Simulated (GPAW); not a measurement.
# InPd (Pm-3m) in GPAW: further runs

The runs below take InPd through single point, with PBE, LDA.

All numbers are computed with GPAW 26.7.0; they aren't measurements. Logs are shortened: lines on timing, memory, paths and dates and some standing lists are left out, and cuts for length are marked. The log counts tension as positive stress, the text compression.

## 1. The crystal as given

Symmetry: Pm-3m, No. 221, cubic system. The conventional cell has a = 3.272 Å, b = 3.272 Å, c = 3.272 Å, α = 90.00°, β = 90.00°, γ = 90.00°. In (site symmetry m-3m) has 8 Pd at 2.83 Å as nearest neighbours. Around Pd (site symmetry m-3m) lie 8 In at 2.83 Å.

The cell comes from a database or a generator and needn't be the stable form of this composition.

## 2. Single point, PBE

Contents of run.py:

```python
from ase.dft.bandgap import bandgap
from ase.io import read, write
from ase.units import GPa
from gpaw import GPAW, PW

atoms = read('POSCAR')

calc = GPAW(mode=PW(600),
            xc='PBE',
            kpts={'size': (8, 8, 8), 'gamma': True},
            occupations={'name': 'methfessel-paxton', 'order': 0, 'width': 0.1},
            nbands=26,
            convergence={'density': 1e-05, 'energy': 1e-05},
            maxiter=150,
            txt='gpaw.txt')
atoms.calc = calc
energy = atoms.get_potential_energy()
forces = atoms.get_forces()
stress = atoms.get_stress()
calc.write('gs.gpw')
write('result.traj', atoms)
print(f'Energy: {energy:.6f} eV')
print('Forces (eV/A):')
print(forces.round(4))
print('Stress (GPa):', (stress / GPa).round(3))
print('Fermi level:', round(calc.get_fermi_level(), 4), 'eV')
print(f'Gap: {bandgap(calc)[0]:.4f} eV, direct: {bandgap(calc, direct=True)[0]:.4f} eV')
```

Contents of POSCAR:

```
InPd
1.0
    3.2718847800      0.0000000000      0.0000000000
    0.0000000000      3.2718847800      0.0000000000
    0.0000000000      0.0000000000      3.2718847800
In Pd
1 1
Direct
    0.0000000000      0.0000000000      0.0000000000
    0.5000000000      0.5000000000      0.5000000000
```

Potentials or basis: GPAW PAW data sets (gpaw-data 1.2.1), pw.

Started as:

```bash
> OMP_NUM_THREADS=1 python run.py
```

gpaw.txt:

```text
__  _  _
 | _ |_)|_||  |
 |__||  | ||/\| - 26.7.0

Input parameters:
  mode=PW(ecut=600.0),
  convergence={'density': 1e-05, 'energy': 1e-05},
  kpts=MonkhorstPack(size=(8, 8, 8), gamma=True),
  maxiter=150,
  nbands=26,
  occupations=Occupations(name='methfessel-paxton', order=0, width=0.1),
  xc=XC(name='PBE')

Diagonalizing LCAO Hamiltonian
Converting LCAO to pw mode
   .-------.
  /|       |
 * |       |
 | |  Pd   |
 | .-------.
 |/       /
 In------*

Atoms  # Å, Bohr magnetons
|   | symbol |        x |        y |        z |    initial magnetic moments |
|---|--------|----------|----------|----------|-----------------------------|
| 0 |     In | 0.000000 | 0.000000 | 0.000000 | ( 0.0000,  0.0000,  0.0000) |
| 1 |     Pd | 1.635942 | 1.635942 | 1.635942 | ( 0.0000,  0.0000,  0.0000) |

Unit cell  # Å
| periodic |        x |        y |        z |  lengths |    angles |
|----------|----------|----------|----------|----------|-----------|
|      yes | 3.271885 | 0.000000 | 0.000000 | 3.271885 | 90.000000 |
|      yes | 0.000000 | 3.271885 | 0.000000 | 3.271885 | 90.000000 |
|      yes | 0.000000 | 0.000000 | 3.271885 | 3.271885 | 90.000000 |

Number of symmetries: 48
Symmetry operations  # r_c * U_cc + t_c -> r_c
|    | kind |            matrix            |
|----|------|------------------------------|
|  0 |  E   |  1, 0, 0,  0, 1, 0,  0, 0, 1 |
|  1 |  σ   |  1, 0, 0,  0, 1, 0,  0, 0,-1 |
|  2 |  σ   |  1, 0, 0,  0, 0, 1,  0, 1, 0 |
|  3 |  C4  |  1, 0, 0,  0, 0, 1,  0,-1, 0 |
|  4 |  C4  |  1, 0, 0,  0, 0,-1,  0, 1, 0 |
|  5 |  σ   |  1, 0, 0,  0, 0,-1,  0,-1, 0 |
|  6 |  σ   |  1, 0, 0,  0,-1, 0,  0, 0, 1 |
|  7 |  C2  |  1, 0, 0,  0,-1, 0,  0, 0,-1 |
|  8 |  σ   |  0, 1, 0,  1, 0, 0,  0, 0, 1 |
|  9 |  C2  |  0, 1, 0,  1, 0, 0,  0, 0,-1 |
| 10 |  C3  |  0, 1, 0,  0, 0, 1,  1, 0, 0 |
| 11 |  S6  |  0, 1, 0,  0, 0, 1, -1, 0, 0 |
| 12 |  S6  |  0, 1, 0,  0, 0,-1,  1, 0, 0 |
| 13 |  C3  |  0, 1, 0,  0, 0,-1, -1, 0, 0 |
| 14 |  C4  |  0, 1, 0, -1, 0, 0,  0, 0, 1 |
| 15 |  S4  |  0, 1, 0, -1, 0, 0,  0, 0,-1 |
| 16 |  C3  |  0, 0, 1,  1, 0, 0,  0, 1, 0 |
| 17 |  S6  |  0, 0, 1,  1, 0, 0,  0,-1, 0 |
| 18 |  σ   |  0, 0, 1,  0, 1, 0,  1, 0, 0 |
| 19 |  C4  |  0, 0, 1,  0, 1, 0, -1, 0, 0 |
| 20 |  C2  |  0, 0, 1,  0,-1, 0,  1, 0, 0 |
| 21 |  S4  |  0, 0, 1,  0,-1, 0, -1, 0, 0 |
| 22 |  S6  |  0, 0, 1, -1, 0, 0,  0, 1, 0 |
| 23 |  C3  |  0, 0, 1, -1, 0, 0,  0,-1, 0 |
| 24 |  S6  |  0, 0,-1,  1, 0, 0,  0, 1, 0 |
| 25 |  C3  |  0, 0,-1,  1, 0, 0,  0,-1, 0 |
| 26 |  C4  |  0, 0,-1,  0, 1, 0,  1, 0, 0 |
| 27 |  σ   |  0, 0,-1,  0, 1, 0, -1, 0, 0 |
| 28 |  S4  |  0, 0,-1,  0,-1, 0,  1, 0, 0 |
| 29 |  C2  |  0, 0,-1,  0,-1, 0, -1, 0, 0 |
| 30 |  C3  |  0, 0,-1, -1, 0, 0,  0, 1, 0 |
| 31 |  S6  |  0, 0,-1, -1, 0, 0,  0,-1, 0 |
| 32 |  C4  |  0,-1, 0,  1, 0, 0,  0, 0, 1 |
| 33 |  S4  |  0,-1, 0,  1, 0, 0,  0, 0,-1 |
| 34 |  S6  |  0,-1, 0,  0, 0, 1,  1, 0, 0 |
| 35 |  C3  |  0,-1, 0,  0, 0, 1, -1, 0, 0 |
| 36 |  C3  |  0,-1, 0,  0, 0,-1,  1, 0, 0 |
| 37 |  S6  |  0,-1, 0,  0, 0,-1, -1, 0, 0 |
| 38 |  σ   |  0,-1, 0, -1, 0, 0,  0, 0, 1 |
| 39 |  C2  |  0,-1, 0, -1, 0, 0,  0, 0,-1 |
| 40 |  σ   | -1, 0, 0,  0, 1, 0,  0, 0, 1 |
| 41 |  C2  | -1, 0, 0,  0, 1, 0,  0, 0,-1 |
| 42 |  C2  | -1, 0, 0,  0, 0, 1,  0, 1, 0 |
| 43 |  S4  | -1, 0, 0,  0, 0, 1,  0,-1, 0 |
| 44 |  S4  | -1, 0, 0,  0, 0,-1,  0, 1, 0 |
| 45 |  C2  | -1, 0, 0,  0, 0,-1,  0,-1, 0 |
| 46 |  C2  | -1, 0, 0,  0,-1, 0,  0, 0, 1 |
| 47 |  i   | -1, 0, 0,  0,-1, 0,  0, 0,-1 |

[... 67 lines left out ...]
    |    p |        |      24.691 |    1.244 |
    |    d |        |       8.583 |    1.148 |

    Using partial waves for In as LCAO basis

  Pd:
    name:    Palladium
    Z:       46.0
    valence: 16
    core:    30
    charge:  0.0  # [|e|]
    compensation charges:
      type: gauss
      rc: 0.38  # [Å]
      lmax: 2
    cutoffs:
      filter: 2.38  # [Å]
      core: 2.28  # [Å]
    projectors
    | kind |    occ | energy [eV] | rcut [Å] |
    |------|--------|-------------|----------|
    |   5s |  0.000 |      -3.315 |    1.228 |
    |   4p |  6.000 |     -51.209 |    1.360 |
    |   5p |  0.000 |      -0.314 |    1.360 |
    |   4d | 10.000 |      -4.047 |    1.228 |
    |    s |        |      23.896 |    1.228 |
    |    d |        |      23.165 |    1.228 |

    Using partial waves for Pd as LCAO basis

Reference energy: -297202.910378  # eV

eigensolver:
  PPCG
  Converge bands: occupied
  niter=2

density mixing:
  MSR1-Mixer
  Pratt-step length: 0.05
  Maximum mixing coefficient: 0.75
  Old densities: 10
  SVD Regularization: 0.005
  Good broyden scale: 1.0
  Trust region scale: 1.0
  Backstep threshold: 4.0
  History deletion threshold: 6.0
  Fourier metric: weight=20.0, sigma=0.015

occupation numbers:
  Methfessel-Paxton:
    width: 0.1000  # eV
    order: 0

poisson solver:
  ecut: 4800.0  # eV

xc functional:
  name: PBE with 2 nearest neighbor stencil

convergence criteria:
- Maximum integral of absolute [dens]ity change: 1e-05 electrons / valence electron
- Maximum [total energy] change in last 3 cyles: 1e-05 eV / valence electron
- Maximum integral of absolute [eigenst]ate change: 4e-08 eV^2 / valence electron
maximum number of iterations: 150

SCF iterations
|iter     | |      energy | eigst |  dens |
|---------|-|-------------|-------|-------|
|iter:   1| |   -9.255497 | +0.24 |       |
|iter:   2| |   -8.633654 | -1.99 | -1.05 |
|iter:   3| |   -7.680508 | -1.39 | -1.13 |
|iter:   4| |   -7.647079 | -2.76 | -1.64 |
|iter:   5| |   -7.635094 | -2.92 | -1.86 |
|iter:   6| |   -7.634757 | -4.21 | -2.59 |
|iter:   7| |   -7.634766 | -6.16 | -3.66 |
|iter:   8| |   -7.634768c| -6.65 | -4.05 |
|iter:   9| |   -7.634768c| -7.57c| -4.77 |
|iter:  10| |   -7.634768c| -8.17c| -5.23c|

Converged in 10 steps
Energy contributions relative to reference atoms: (reference = -297202.910378)

Energy contributions:
  Kinetic:          13.824721
  Coulomb:         -15.627378
  Zero:             -0.038031
  External:          0.000000
  Xc:               -5.790123
  Entropy:          -0.007913
  Spinorbit:         0.000000
  ----------------------------
  Free energy:      -7.638725
  Extrapolated:     -7.634768

dipole moment: (-10.964857, -10.964857, -10.964857)  # |e|*Ang

Fermi level: 9.854
Eigenvalues  # (at kpt = [0.000, 0.000, 0.000])
| band index |      eig [eV] | occ [0-2] |
|------------|---------------|-----------|
|          0 |       -40.349 |     2.000 |
|        ... |               |           |
|          6 |        -4.524 |     2.000 |
|          7 |        -4.524 |     2.000 |
|          8 |        -0.107 |     2.000 |
|          9 |         6.145 |     2.000 |
|         10 |         6.145 |     2.000 |
|         11 |         7.694 |     2.000 |
[... 8 lines left out ...]
|         20 |        26.187 |     0.000 |
|         21 |        26.187 |     0.000 |
|        ... |               |           |
|         25 |        31.366 |     0.000 |

No gap
No difference between direct/indirect transitions

Forces  # eV/Ang
|        x |        y |        z |
|----------|----------|----------|
| -0.00000 | -0.00000 | -0.00000 |  # In   0
| -0.00000 | -0.00000 | -0.00000 |  # Pd   1

Stress tensor  # eV/Ang^3
|         x |         y |         z |
|-----------|-----------|-----------|
| -0.020496 |  0.000000 |  0.000000 |
|  0.000000 | -0.020496 |  0.000000 |
|  0.000000 |  0.000000 | -0.020496 |

# Writing to gs.gpw (mode='')
```

It took 14 s on 1 thread of Arm Neoverse V2, shared host; peak memory 0.16 GiB.

Results:

```
Free energy            : -7.6387 eV
Pressure               : 3.3 GPa
Band gap on the k mesh : none (metal or under the smearing width)
```

Levels at points of the mesh, in eV from the Fermi level:
```tsv
k point	band 12	band 13	band 14	band 15	band 16	band 17	band 18	band 19
(0.00, 0.00, 0.00)	-2.16	-2.16	-2.16	4.30	4.30	4.30	9.56	10.66
(0.50, 0.00, 0.00)	-3.15	-3.15	-2.24	-1.02	9.61	9.61	10.01	10.93
(0.50, 0.50, 0.00)	-2.57	-2.24	-2.24	-1.60	1.56	2.60	9.55	11.53
(0.50, 0.50, 0.50)	-1.56	-1.56	0.03	3.90	3.90	3.90	4.47	4.47
```

## 3. Single point, LDA

Changes to run.py since step 2:

```diff
@@ -8,5 +8,5 @@
 calc = GPAW(mode=PW(600),
-            xc='PBE',
+            xc='LDA',
             kpts={'size': (8, 8, 8), 'gamma': True},
-            occupations={'name': 'methfessel-paxton', 'order': 0, 'width': 0.1},
+            occupations={'name': 'methfessel-paxton', 'order': 0, 'width': 0.02},
             nbands=26,
```

POSCAR is that of step 2.

Potentials or basis: the program's PAW data sets (release 1.2.1) made for this functional, pw.

Started as:

```bash
> OMP_NUM_THREADS=1 python run.py
```

It took 14 s on 1 thread of Arm Neoverse V2, shared host; peak memory 0.16 GiB.

Results (log left out):

```yaml
Free_energy: -9.7212 eV
Pressure: -7.1 GPa
Band_gap_on_the_k_mesh: none (metal or under the smearing width)
```

Levels at points of the mesh, in eV from the Fermi level:
| k point | band 10 | band 11 | band 12 | band 13 | band 14 | band 15 | band 16 | band 17 | band 18 | band 19 |
| --- | --- | --- | --- | --- | --- | --- | --- | --- | --- | --- |
| (0.00, 0.00, 0.00) | -3.65 | -3.65 | -2.12 | -2.12 | -2.12 | 4.24 | 4.24 | 4.24 | 9.34 | 10.83 |
| (0.50, 0.00, 0.00) | -5.90 | -3.65 | -3.12 | -3.12 | -2.20 | -0.98 | 9.54 | 9.54 | 10.16 | 10.93 |
| (0.50, 0.50, 0.00) | -3.34 | -2.52 | -2.52 | -2.22 | -2.22 | -1.54 | 1.52 | 2.58 | 9.40 | 11.56 |
| (0.50, 0.50, 0.50) | -4.74 | -4.74 | -1.50 | -1.50 | -0.17 | 3.95 | 3.95 | 3.95 | 4.51 | 4.51 |
